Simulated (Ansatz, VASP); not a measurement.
Cu: VASP beside Ansatz

Contents of POSCAR:

```
Cu
1.0
    0.0000000000      1.8460000000      1.8460000000
    1.8460000000      0.0000000000      1.8460000000
    1.8460000000      1.8460000000      0.0000000000
Cu
1
Direct
    0.0000000000      0.0000000000      0.0000000000
```

Contents of INCAR.step1:

```
SYSTEM = Cu
PREC = Accurate
ENCUT = 520
ISMEAR = -1
SIGMA = 0.003
LREAL = .False.
LASPH = .True.
NELM = 60
NBANDS = 12
GGA = PE
ALGO = Normal
EDIFF = 1E-4
LWAVE = .True.
LCHARG = .False.
```

The input INCAR.step2:

```
SYSTEM = Cu
PREC = Accurate
ENCUT = 520
EDIFF = 1E-6
ISMEAR = -1
SIGMA = 0.003
LREAL = .False.
LASPH = .True.
NELM = 60
ALGO = Normal
ISIF = 2
LWAVE = .False.
LCHARG = .False.
METAGGA = R2SCAN
LMIXTAU = .True.
NBANDS = 12
ISTART = 1
```

KPOINTS

```
regular mesh
0
Gamma
  14 14 14
  0 0 0
```

Input for Ansatz:

```yaml
crystal:
  lattice:
    - [0.0, 1.846, 1.846]
    - [1.846, 0.0, 1.846]
    - [1.846, 1.846, 0.0]
  atoms:
    - { symbol: Cu, position: [0.0, 0.0, 0.0] }
hamiltonian:
  xc: r2scan
  pseudopotentials: { kind: paw }
basis:
  ecutwfc: 500
kpoints:
  mp_grid: { grid: [14, 14, 14] }
scf:
  occupations: { method: fermi_dirac, width: 0.003 }
  lower_state_search: "off"
  algorithm: density_mixing
  max_iter: 100
  mixing: {}
output:
  forces: true
  stress: true
```

Alike in both runs: task single point; functional r2SCAN; k mesh 14 × 14 × 14; occupations fermi-dirac, width 0.003 eV; no spin polarisation.

|  | VASP | Ansatz |
| --- | --- | --- |
| version | VASP 6.6.1 | Ansatz 0.2.0 |
| potentials or method | VASP PAW PBE potentials, release 64 (Cu) | PAW, plane waves, scalar-relativistic |
| plane-wave cutoff (eV) | 520 | 500 |
| valence electrons in the cell | 11 | 19 |

Ansatz gave:

| Item | Value |
| --- | --- |
| pressure (GPa) | -12.2 |

Estimate VASP's values.

pressure (GPa): -11.7.

The functional is the same, so the differences come from potentials, cutoffs and numerics. The two sets of potentials don't hold the same shells in valence.

Caveats: the PAW data sets were made with another functional, which shifts forces and pressure a little (VASP).
